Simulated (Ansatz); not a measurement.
# Li (Im-3m) in Ansatz: notebook

One crystal, Li, is run at these levels: PBE; tasks: single point.

All numbers are computed with Ansatz 0.2.0; they aren't measurements. Logs are shortened: lines on timing, memory, paths and dates and some standing lists are left out, and cuts for length are marked.

## 1. The structure

Symmetry: Im-3m, No. 229, cubic system. The conventional cell has a = 3.509 Å, b = 3.509 Å, c = 3.509 Å, α = 90.00°, β = 90.00°, γ = 90.00°. Li (site symmetry m-3m) has 8 Li at 3.04 Å as nearest neighbours.

## 2. Single point, PBE

Input file input.yaml:

```yaml
crystal:
  lattice:
    - [-1.75465, 1.75465, 1.75465]
    - [1.75465, -1.75465, 1.75465]
    - [1.75465, 1.75465, -1.75465]
  atoms:
    - { symbol: Li, position: [0.0, 0.0, 0.0] }
hamiltonian:
  xc: pbe
  pseudopotentials: { kind: paw }
kpoints:
  mp_grid: { grid: [11, 11, 11] }
scf:
  occupations: { method: gaussian, width: 0.024 }
output:
  forces: true
  stress: true
  eigenvalues: true
  write_density: true
  write_potential: true
  elf: true
  volumetric_format: npy
```

Potentials or basis: Ansatz PAW.

The run is started by

```console
ansatz run input.yaml --threads 2 --pin off --max-ram 5632MiB --backend cpu --events-out ev --progress --plain --runs-dir out
```

Log:

```text
Warning: RAYON_NUM_THREADS=2 ignored (pool sized by the plan → 2); use --threads N
Engine: ansatz 0.2.0, x86_64-unknown-linux-gnu
Pseudopotentials: kind: paw
Pseudopotential: Li, paw, valence charge 3, recommended cutoff 420 eV (normal), Li.paw.azcp
Functional definition: PBE
  parameter kappa = 0.804
  parameter beta = 0.06672455060314922
  exchange = pbe_x(kappa = kappa, mu = beta*pi^2/3)
  correlation = pbe_c(beta = beta)
Crystal: 1 atoms, lattice volume = 21.609 Å³
Basis set: ecut = 420 eV, 429 PW (Γ), exchange–correlation on 48×48×48 points (8 copies of the dense FFT grid, shifted against one another)
Bands: 6, of which v1, the nominal top of the filled ones, is band 2 counted from 1 (1 counted from 0)
Symmetry: 48 space group operations
Space group: Im-3m (ITA 229), of the structure as read, at distance tolerance 2.8e-5 Å
k-points: 56 of 1331
Non-local potential: Li, projectors of the file, l = 0: 3, l = 1: 2, l = 2: 1
PAW form: soft (Blöchl's): semilocal exchange-correlation on the pseudo side does not see the compensation charge
PAW one-centre angular grid: Li, 110 points (default); XC on 64 Gauss nodes
Initial density: superposition of atomic densities (neutral atoms: chi_scale 0, normalization atom), corrected by the library's trained network
Initial wavefunctions: pseudopotential atomic-orbital guess
Functional: x = pbe(κ = 0.804, μ = 0.2195149727645171), c = pbe(β = 0.06672455060314922)
SCF iter   1: F=—  HF=-204.685837 eV  |F-HF|=—  |Δ(HF+E_count)|=         —  Δρ=1.63e-4  dr2=4.48e-6  ethr=1.77e-3  ⟨swp⟩=4.9  Hψ=2722  notcnv=0
preconditioner: auto → none  [insulator: Δε(μ)=0.045 eV  Ē_g=10.245 eV  σ=0.024 eV  W_gap=0.76  n_scr=0 (ndim 8)  ℏωp=8.0 eV  f_vac=0.000  D(μ)=1.29/eV (n_scr^D=12)  ε∞_Penn≈1.6]
SCF iter   2: F=—  HF=-204.685840 eV  |F-HF|=—  |Δ(HF+E_count)|=   3.17e-6  Δρ=8.51e-5  dr2=1.20e-6  ethr=1.49e-7  ⟨swp⟩=2.5  Hψ=880  notcnv=0
iter 3 did not close the SCF: its close was put off for the readings that it lacked (scf_convergence_deferred on its scf_iter line)
SCF iter   3: F=-204.685842 eV  HF=-204.685842 eV  |F-HF|=2.39e-9  |Δ(HF+E_count)|=   1.95e-6  Δρ=4.42e-6  dr2=1.84e-9  ethr=4.01e-8  ⟨swp⟩=2.0  Hψ=365  notcnv=0
iter 4 did not close the SCF: its close was put off for the readings that it lacked (scf_convergence_deferred on its scf_iter line)
SCF iter   4: F=-204.685842 eV  HF=-204.685842 eV  |F-HF|=2.43e-10  |Δ(HF+E_count)|=   1.97e-9  Δρ=7.91e-7  dr2=6.87e-11  ethr=6.15e-11  ⟨swp⟩=2.0  Hψ=394  notcnv=0
iter 5 did not close the SCF: its close was put off for the readings that it lacked (scf_convergence_deferred on its scf_iter line)
SCF iter   5: F=-204.685842 eV  HF=-204.685842 eV  |F-HF|=2.56e-13  |Δ(HF+E_count)|=  2.53e-10  Δρ=8.76e-8  dr2=1.14e-12  ethr=2.29e-12  ⟨swp⟩=1.7  Hψ=346  notcnv=0
SCF iter   6: F=-204.685842 eV  HF=-204.685842 eV  |F-HF|=2.84e-14  |Δ(HF+E_count)|=  2.56e-13  Δρ=7.94e-9  dr2=9.42e-15  ethr=1.00e-12  ⟨swp⟩=3.3  Hψ=1189  notcnv=0
SCF 1 converged in 6 iterations: F = -204.685842 eV  dr2 = 9.42e-15
SCF converged after 6 iterations
Free energy (F): -204.685842 eV
Harris-Foulkes:  -204.685842 eV  (|F-HF|=2.84e-14)
Internal energy: -204.685470 eV  (E = F + TS)
E sigma→0 (E₀):  -204.685656 eV
Entropy (-TS):   -0.000372 eV (-0.372 meV/atom)
Fermi energy:    0.812774 eV
--- Per-component energies (eV) ---
  E_band       = -92.109343
  E_kinetic    = 20.981174
  E_local      = -134.098930  (includes V_loc(G=0)·N_el)
  E_nonlocal   = -33.270636
  E_hartree    = 39.869260
  E_xc         = -9.965735
  E_vxc        = -12.824997  (∫ρ·V_xc dr)
  E_paw        = -21.003017  (= ΣΔE_a)
  E_vpaw       = -12.634484  (= ΣTr[D̂ρ^β])
  E_aug_tail   = 0.000010  (compensation charges beyond the density's cutoff)
  E_ewald      = -67.197595
  E_smearing   = -0.000372  (= −TS)
  E_closure    = -0.000000  (closes the sum)
  Σ components = -204.685842   (vs F -204.685842, Δ=0.00e0)
--- Forces (eV/Å), atoms counted from 1 ---
  atom   1  Li     0.00000000     0.00000000     0.00000000
  max |Σ_I F_I| component: 1.31e-32 eV/Å
--- Stress (GPa, compression-positive) ---
       -0.806003      -0.000000      -0.000000
       -0.000000      -0.806003      -0.000000
       -0.000000       0.000000      -0.806003
  P = ⅓ Tr σ = -0.8060 GPa (-8.060 kbar)
--- Band table (eV; the first three rows and the last of 56) ---
  k-point 0: bands = ["-45.8003", "-2.6643", "14.7741", "14.7741", "14.7741", "19.4122"]
  k-point 1: bands = ["-45.7991", "-2.5111", "13.7612", "14.0952", "14.5207", "17.7558"]
  k-point 2: bands = ["-45.7959", "-2.0514", "11.2223", "12.9111", "13.8652", "16.3707"]
  k-point 55: bands = ["-45.7754", "5.1686", "6.2172", "6.2172", "8.4218", "9.3997"]
```

v_z.tsv:

```text
# z_ang	v_es[eV]	v_tot[eV]
# format = ansatz-planar-average/11
# xc	pbe
# density_cutoff_ev	1680
# datasets	Li=:simpson_from_first_knot:soft
# lattice	-1.754650000	1.754650000	1.754650000
# lattice	1.754650000	-1.754650000	1.754650000
# lattice	1.754650000	1.754650000	-1.754650000
# sites	1
# site	3	0.000000000	0.000000000	0.000000000
0.000000	-3.220890e0	-1.052326e1
0.126631	-3.045524e0	-1.029780e1
0.253262	-2.553189e0	-9.676712e0
0.379893	-1.826773e0	-8.748740e0
0.506524	-9.627178e-1	-7.638176e0
0.633155	-4.464670e-2	-6.519001e0
[... 16 lines left out ...]
2.785881	-2.553189e0	-9.676712e0
2.912512	-3.045524e0	-1.029780e1
```

It took 0.53 s on 2 threads of Intel Xeon at 2.70GHz, shared host; peak memory 0.28 GiB.

Results:

- Free energy: -204.6858 eV
- Pressure: -0.8 GPa
- Band gap on the k mesh: none (metal or under the smearing width)

Levels at points of the mesh, in eV from the Fermi level:
| k point | band 1 | band 2 | band 3 | band 4 | band 5 |
| --- | --- | --- | --- | --- | --- |
| (0.00, 0.00, 0.00) | -46.61 | -3.48 | 13.96 | 13.96 | 13.96 |

## 3. Single point, PBE

input.yaml, as its differences from that of step 2:

```diff
@@ -13,3 +13,3 @@
 scf:
-  occupations: { method: gaussian, width: 0.024 }
+  occupations: { method: gaussian, width: 0.025 }
 output:
@@ -18,5 +18 @@
   eigenvalues: true
-  write_density: true
-  write_potential: true
-  elf: true
-  volumetric_format: npy
```

Potentials or basis: Ansatz PAW.

The run is started by

```console
ansatz run input.yaml --threads 2 --pin off --max-ram 5632MiB --backend cpu --events-out ev --progress --plain --runs-dir out
```

Run time: 0.4 s. Hardware: 2 threads of Intel Xeon at 2.70GHz, shared host; peak memory 0.28 GiB.

Results (log left out):

| Quantity | Value |
| --- | --- |
| Free energy | -204.6859 eV |
| Pressure | -0.8 GPa |
| Band gap on the k mesh | none (metal or under the smearing width) |

Levels at points of the mesh, in eV from the Fermi level:
```
           k point  band 1  band 2  band 3  band 4  band 5  band 6
(0.00, 0.00, 0.00)  -46.61   -3.48   13.96   13.96   13.96   18.60
```
